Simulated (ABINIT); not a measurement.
Crystal: TePb.

```
CELL_PARAMETERS angstrom
0.00000 3.23100 3.23100
3.23100 0.00000 3.23100
3.23100 3.23100 0.00000
ATOMIC_POSITIONS crystal
Pb 0.00000 0.00000 0.00000
Te 0.50000 0.50000 0.50000
```

Base run:

```yaml
Program: ABINIT 10.8.3 (patched build)
Functional: BLYP
Potentials_or_basis: JTH PAW PBE v2.0 sp
Cutoff: 408 eV
k_mesh: 7 × 7 × 7
Occupations: fermi-dirac, width 0.05 eV
Spin: no spin polarisation
```

Its results: pressure 5.5 GPa.

The run is repeated on the same cell with these changes: functional from BLYP to PBE. What comes out?

Pressure 2.2 GPa.

PBE binds more tightly than BLYP, so the same cell stands under less pressure.

Caveats: this set keeps more shells in the core, which shifts pressures and gaps; the PAW data sets were made with another functional, which shifts forces and pressure a little (some runs).
